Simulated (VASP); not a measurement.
Wanted: an ASE script for a VASP 6.6.1 run.

```
Task                   : density of states
Functional             : r2SCAN
Dispersion             : rVV10
Potentials or basis    : VASP PAW PBE potentials, release 64 (K_sv_GW, F_GW)
Cutoff                 : 550 eV
k mesh                 : 9 × 9 × 9
Occupations            : gaussian, width 0.05 eV
Spin                   : no spin polarisation
Further INCAR settings : ALGO = Normal; EDIFF = 1.00e-06; NBANDS = 15
```

Crystal: KF (Carobbiite).

```
K F
1.0
     0.00000    2.67185    2.67185
     2.67185    0.00000    2.67185
     2.67185    2.67185    0.00000
K F
1 1
Direct
  0.00000 0.00000 0.00000
  0.50000 0.50000 0.50000
```

The input as run:

run.py

```python
from ase.calculators.vasp import Vasp
from ase.dft.dos import DOS
from ase.spacegroup import crystal

atoms = crystal(
    ['K', 'F'],
    basis=[[0.0, 0.0, 0.0], [0.5, 0.0, 0.0]],
    spacegroup=225,
    setting=1,
    cellpar=[5.3437, 5.3437, 5.3437, 90.0, 90.0, 90.0],
    primitive_cell=True,
)
calc = Vasp(
    directory='calc',
    xc='r2scan+rvv10',
    pp='PBE',
    setups='gw',
    prec='Accurate',
    encut=550,
    ediff=1e-06,
    ismear=0,
    sigma=0.05,
    lreal=False,
    lasph=True,
    nelm=100,
    algo='Normal',
    isif=2,
    lwave=False,
    lcharg=False,
    lmixtau=True,
    lorbit=11,
    kpts=[9, 9, 9],
    gamma=True,
    nbands=15,
)
atoms.calc = calc

print('energy (eV):', atoms.get_potential_energy())
print('free energy (eV):', atoms.get_potential_energy(force_consistent=True))
print('forces (eV/A):')
print(atoms.get_forces())
print('stress (eV/A^3, Voigt):', atoms.get_stress())
print('Fermi level (eV):', calc.get_fermi_level())
dos = DOS(calc, width=0.05, window=(-10, 10), npts=301)
print('E - E_F (eV), DOS (1/eV)')
for e, g in zip(dos.get_energies(), dos.get_dos()):
    print(f'{e:8.3f} {g:10.4f}')
```

Potentials or basis: VASP PAW PBE potentials, release 64 (K_sv_GW, F_GW).

Run with:

```console
$ python run.py
```

Results of the run:

```
Band gap on the k mesh                                : 6.73 eV, direct
Valence electrons inside the program's atomic spheres : K 7.97; F 5.84
```

Caveat: the PAW data sets were made with another functional, which shifts forces and pressure a little; an odd mesh through Γ misses points on the zone boundary, where band edges often lie.

Run time: 3.2 min on 1 thread of Intel(R) Xeon(R) Platinum 8488C (Sapphire Rapids), with other jobs on the host, peak memory 0.3 GiB.
